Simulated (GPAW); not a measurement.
Crystal: Pb.

```
CELL_PARAMETERS angstrom
3.48000 0.00000 0.00000
-1.74000 3.01377 0.00000
0.00000 0.00000 5.59000
ATOMIC_POSITIONS crystal
Pb 0.66667 0.33333 0.75000
Pb 0.33333 0.66667 0.25000
```

This isn't the form of Pb at room conditions, which is fcc.

```yaml
Program: GPAW 26.7.0
Task: single point
Functional: PBEsol
Potentials_or_basis: PAW data sets generated in the run's folder for this functional
Cutoff: 600 eV
Basis: pw
k_mesh: 9 × 9 × 5
Occupations: fermi-dirac, width 0.05 eV
Spin: no spin polarisation
```

On this cell: pressure 0.7 GPa; largest force under 0.003 eV/Å; band gap on the k mesh none (metal or under the smearing width).

The same run follows on a disturbed copy (atoms moved at random, drawn with an rms of 0.05 Å):

```
CELL_PARAMETERS angstrom
3.48000 0.00000 0.00000
-1.74000 3.01377 0.00000
0.00000 0.00000 5.59000
ATOMIC_POSITIONS crystal
Pb 0.67832 0.35185 0.74640
Pb 0.34252 0.68720 0.25624
```

Task: What does the disturbed cell give?

Result: The energy (extrapolated to zero smearing) moves by +0.8 meV/atom; pressure 0.8 GPa; largest force 0.074 eV/Å; band gap on the k mesh none (metal or under the smearing width).

Forces on the atoms (eV/Å):
```
Pb  -0.003  0.002  0.073
Pb   0.003 -0.002 -0.073
```

Stress tensor (GPa, compression positive):
```
-0.50  0.01  0.00
 0.01 -0.49  0.00
 0.00  0.00  3.43
```
